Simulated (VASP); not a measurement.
# InP (F-43m) in VASP: further runs, part 2 of 2

VASP 6.6.1.

### 4 Single point, PBE (cell and atoms relaxed tightly for response)

INCAR reads:

```
ALGO = Fast ; EDIFF = 1E-6
ENCUT = 520 ; GGA = PE
ISIF = 2 ; ISMEAR = 0
LASPH = True ; LCHARG = False
LREAL = False ; LWAVE = False
NBANDS = 16 ; NELM = 100
PREC = Accurate ; SIGMA = 0.01
```

KPOINTS reads:

```
k-points
0
Gamma
  10 10 10
```

POSCAR reads:

```
InP
1.0
    0.0000000000      2.9796455332      2.9796455332
    2.9796455332      0.0000000000      2.9796455332
    2.9796455332      2.9796455332      0.0000000000
In P
1 1
Direct
    0.0000000000      0.0000000000      0.0000000000
    0.2500000000      0.2500000000      0.2500000000
```

Potentials or basis: VASP PAW PBE potentials, release 64 (In_d, P).

Launch:

```bash
$ cat potpaw_PBE.64/In_d/POTCAR potpaw_PBE.64/P/POTCAR > POTCAR
$ mpirun -np 1 vasp_std > vasp.out
```

OUTCAR:

```text
EDIFF = 1E-6
   ENCUT = 520
   GGA = PE
   ISIF = 2
   ISMEAR = 0
   LASPH = True
   LREAL = False
   NELM = 100
   PREC = Accurate

 ion  position               nearest neighbor table
   1  0.000  0.000  0.000-   2 2.58   2 2.58   2 2.58   2 2.58
   2  0.250  0.250  0.250-   1 2.58   1 2.58   1 2.58   1 2.58

  LATTYP: Found a face centered cubic cell.
 ALAT       =     5.9592910664

  Lattice vectors:

 A1 = (   0.0000000000,   2.9796455332,   2.9796455332)
 A2 = (   2.9796455332,   0.0000000000,   2.9796455332)
 A3 = (   2.9796455332,   2.9796455332,   0.0000000000)

Analysis of symmetry for initial positions (statically):
=====================================================================
 Subroutine PRICEL returns:
 Original cell was already a primitive cell.

 Routine SETGRP: Setting up the symmetry group for a
 face centered cubic supercell.

 Subroutine GETGRP returns: Found 24 space group operations
 (whereof 24 operations were pure point group operations)
 out of a pool of 48 trial point group operations.

The static configuration has the point symmetry T_d .

Analysis of symmetry for dynamics (positions and initial velocities):
=====================================================================
 Subroutine PRICEL returns:
 Original cell was already a primitive cell.

 Routine SETGRP: Setting up the symmetry group for a
 face centered cubic supercell.

 Subroutine GETGRP returns: Found 24 space group operations
 (whereof 24 operations were pure point group operations)
 out of a pool of 48 trial point group operations.

The dynamic configuration has the point symmetry T_d .

 Subroutine INISYM returns: Found 24 space group operations
 (whereof 24 operations are pure point group operations),
 and found     1 'primitive' translations

----------------------------------------------------------------------------------------

[... 111 lines left out ...]
     AMIX     =   0.40;   BMIX     =  1.00
     AMIX_MAG =   1.60;   BMIX_MAG =  1.00
  volume/ion in A,a.u.               =      26.45       178.52
  Fermi-wavevector in a.u.,A,eV,Ry     =   1.142855  2.159682 17.770803  1.306117
  Thomas-Fermi vector in A             =   2.279552
   LORBIT       =      0    0 simple, 1 ext, 2 COOP (PROOUT), +10 PAW based schemes
   GGA     = PE    functional components
   LHFCALC =     F    Hartree Fock is set to
   AEXX    =    0.0000 exact exchange contribution
   IVDW    =     0    specifies the selected vdW correction
   LEPSILON=     F    determine dielectric tensor
   LRPA    =     F    only Hartree local field effects (RPA)
 non-spin polarized calculation
 RMM-DIIS sequential band-by-band and
 Gauss-broadening in eV      SIGMA  =   0.01
  energy-cutoff  :      520.00
  volume of cell :       52.91
 maximum number of plane-waves:      1458
   NGX = 15   NGY = 15   NGZ = 15

 number of electron      18.0000005 magnetization

 Free energy of the ion-electron system (eV)
  ---------------------------------------------------
  ext. energy  EPLUGINS =         0.00000000
  ---------------------------------------------------
  free energy    TOTEN  =        -8.40801852 eV

  energy without entropy =       -8.40801852  energy(sigma->0) =       -8.40801852

 E-fermi :   4.7136     XC(G=0):  -9.0637

 val. band max:        4.6566980828   @ k =   0.0000   0.0000   0.0000
 cond. band min:       5.0969704889   @ k =   0.0000   0.0000   0.0000
 fundamental gap:      0.4402724061
 Fermi energy:         4.7136247871

 k-point     1 :       0.0000    0.0000    0.0000
  band No.  band energies     occupation
      1      -9.4363      2.00000
      2      -9.4363      2.00000
      3      -9.4363      2.00000
      4      -9.3076      2.00000
      5      -9.3076      2.00000
      6      -6.5305      2.00000
[... 433 lines left out ...]
      3      -9.3692      2.00000
      4      -9.3360      2.00000
      5      -9.2853      2.00000
      6      -4.9969      2.00000
[... 8 lines left out ...]
     15      15.1871      0.00000
     16      17.0957      0.00000

 [... further k-points ...]

------------------------ aborting loop because EDIFF is reached ----------------------------------------

  FORCE on cell =-STRESS in cart. coord.  units (eV):
  Direction    XX          YY          ZZ          XY          YZ          ZX
  --------------------------------------------------------------------------------------
  -------------------------------------------------------------------------------------
  Total       -0.0247806     -0.0247806     -0.0247806      0.0000000     -0.0000000      0.0000000
  in kB       -0.7504111     -0.7504111     -0.7504111      0.0000000     -0.0000000      0.0000000
  external PRESSURE =      -0.7504111 kB  Pullay stress =       0.0000000 kB

 VOLUME and BASIS-vectors are now :
 -----------------------------------------------------------------------------
  energy-cutoff  :      520.00
  volume of cell :       52.91
      direct lattice vectors                 reciprocal lattice vectors
     0.000000000  2.979645533  2.979645533    -0.167805195  0.167805195  0.167805195
     2.979645533  0.000000000  2.979645533     0.167805195 -0.167805195  0.167805195
     2.979645533  2.979645533  0.000000000     0.167805195  0.167805195 -0.167805195

 POSITION                                       TOTAL-FORCE (eV/Angst)
 -----------------------------------------------------------------------------------
      0.00000      0.00000      0.00000         0.000000      0.000000     -0.000000
      1.48982      1.48982      1.48982        -0.000000     -0.000000      0.000000
 -----------------------------------------------------------------------------------
    total drift:                               -0.000000     -0.000000     -0.000000

  FREE ENERGIE OF THE ION-ELECTRON SYSTEM (eV)
  ---------------------------------------------------
  free  energy   TOTEN  =        -8.4080185186 eV

  energy  without entropy=       -8.4080185186  energy(sigma->0) =       -8.40801852
```

OSZICAR:

```text
N       E                     dE             d eps       ncg     rms          rms(c)
DAV:   1     0.113161440688E+03    0.11316E+03   -0.83960E+03  1512   0.124E+03
DAV:   2    -0.969287799018E+00   -0.11413E+03   -0.10909E+03  1656   0.301E+02
DAV:   3    -0.859793291746E+01   -0.76286E+01   -0.75902E+01  2000   0.761E+01
DAV:   4    -0.879884469688E+01   -0.20091E+00   -0.20085E+00  1824   0.134E+01
DAV:   5    -0.880881241132E+01   -0.99677E-02   -0.99675E-02  2304   0.257E+00    0.526E+00
RMM:   6    -0.842949323949E+01    0.37932E+00   -0.42488E-01  1843   0.547E+00    0.296E+00
RMM:   7    -0.840698864036E+01    0.22505E-01   -0.22142E-01  1857   0.236E+00    0.129E+00
RMM:   8    -0.840634171305E+01    0.64693E-03   -0.24930E-02  2046   0.193E+00    0.201E-01
RMM:   9    -0.840764848153E+01   -0.13068E-02   -0.12090E-02  2257   0.839E-01    0.119E-01
RMM:  10    -0.840788605148E+01   -0.23757E-03   -0.21266E-03  2346   0.417E-01    0.895E-02
RMM:  11    -0.840801628817E+01   -0.13024E-03   -0.36233E-04  1826   0.186E-01    0.434E-02
RMM:  12    -0.840801475369E+01    0.15345E-05   -0.12745E-04  2307   0.117E-01    0.224E-02
RMM:  13    -0.840801754787E+01   -0.27942E-05   -0.33132E-05  2329   0.450E-02    0.185E-02
RMM:  14    -0.840801851863E+01   -0.97077E-06   -0.41169E-06  1629   0.205E-02
   1 F= -.84080185E+01 E0= -.84080185E+01  d E =-.142727E-18
```

stdout:

```text
POSCAR found type information on POSCAR InP
 POSCAR found :  2 types and       2 ions
 scaLAPACK will be used
 LDA part: xc-table for (Slater+PW92), standard interpolation
 POSCAR, INCAR and KPOINTS ok, starting setup
 FFT: planning ... GRIDC
 FFT: planning ... GRID_SOFT
 FFT: planning ... GRID
 WAVECAR not read
 entering main loop
```

Wall time 31 s (1 thread of Intel Xeon Platinum 8259CL at 2.50GHz (Skylake/Cascade Lake), shared host); peak memory 0.2 GiB.

Results:

```
Free energy            : -8.4080 eV
Pressure               : -0.1 GPa
Band gap on the k mesh : 0.44 eV, direct
```

Caveat: spin-orbit coupling is left out, which moves the levels of the heavy elements.

### 5 The runs side by side

```tsv
cell	k mesh	smearing	gap on the mesh (eV)	pressure (GPa)
F-43m, 26.46 Å³/atom	10 × 10 × 10	gaussian 0.02 eV	0.44	-0.1
F-43m, 25.17 Å³/atom	6 × 6 × 6	gaussian 0.1 eV	0.71	3.2
cell and atoms relaxed tightly for response	10 × 10 × 10	gaussian 0.01 eV	0.44	-0.1
```

Alike in all rows: task single point; level PBE; potentials or basis VASP PAW PBE potentials, release 64 (In_d, P); no spin polarisation; cutoff (eV) 520.

Caveats: spin-orbit coupling is left out, which moves the levels of the heavy elements.

Total energies depend on the potentials used, so only differences within one code and one set of settings carry meaning.

### 6 Against experiment

Step 2. Against the measured gap of InP, 1.4236 eV (direct; 1.6 K; a printed reference work, data compilation), the calculated 0.44 eV is off by -0.99 eV. Spin-orbit coupling on In is left out. The value is that of PBE, without temperature or zero-point motion. Semilocal functionals fall short of measured gaps as a rule.

Step 3. Against the measured gap of InP, 1.4236 eV (direct; 1.6 K; a printed reference work, data compilation), the calculated 0.71 eV is off by -0.71 eV. Spin-orbit coupling on In is left out. The value is that of PBE, without temperature or zero-point motion. Semilocal functionals fall short of measured gaps as a rule.
